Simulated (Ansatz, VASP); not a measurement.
CoO in VASP and in Ansatz

```
CELL_PARAMETERS angstrom
3.21882 0.00000 0.00000
-1.60941 2.78758 0.00000
0.00000 0.00000 5.26334
ATOMIC_POSITIONS crystal
Co 0.33333 0.66667 0.50336
Co 0.00000 0.00000 0.00347
O 0.33333 0.66667 0.87156
O 0.00000 0.00000 0.37161
```

Change from the starting cell: volume scaled by 1.02.

Alike in both runs: task single point; functional LDA; k mesh 10 × 10 × 5; occupations fermi-dirac, width 0.05 eV; collinear spin.

```csv
,VASP,Ansatz
version,VASP 6.6.1,Ansatz 0.2.0
potentials or method,"VASP PAW LDA potentials, release 64 (Co, O), cutoff 520 eV","all-electron LAPW, scalar-relativistic"
```

```tsv
	VASP	Ansatz	Ansatz less VASP
gap on the k mesh at the Fermi level (eV)	none	none	-
pressure (GPa)	-17.7	-19.7	-2.02
largest component of the traceless stress (GPa)	2.10	1.34	-0.753
rms of the force components (eV/Å)	0.130	0.037	-0.0935
net moment per atom (μB)	1.37	0.00	-1.373
size of the moment on the site where the two differ most (μB)	2.35	2.14	-0.205
```

The net moments differ so much that the two runs ended in different magnetic states, which moves the other rows too. Site moments also hang on the region over which each program counts them. Atom by atom the forces differ by 0.167 eV/Å (rms over components). A gap of «none» marks a metal or a gap that the smearing closes. Ansatz ran all-electron here, so the differences hold the error of VASP's frozen core and of both bases.

Caveats: semilocal functionals often make such compounds metallic where correlation or magnetic order opens a gap, which also shifts bond lengths; so large a pressure means that the cell lies far from this level's equilibrium, or that cutoff or potentials fall short (VASP); the starting moments weren't kept (Ansatz).
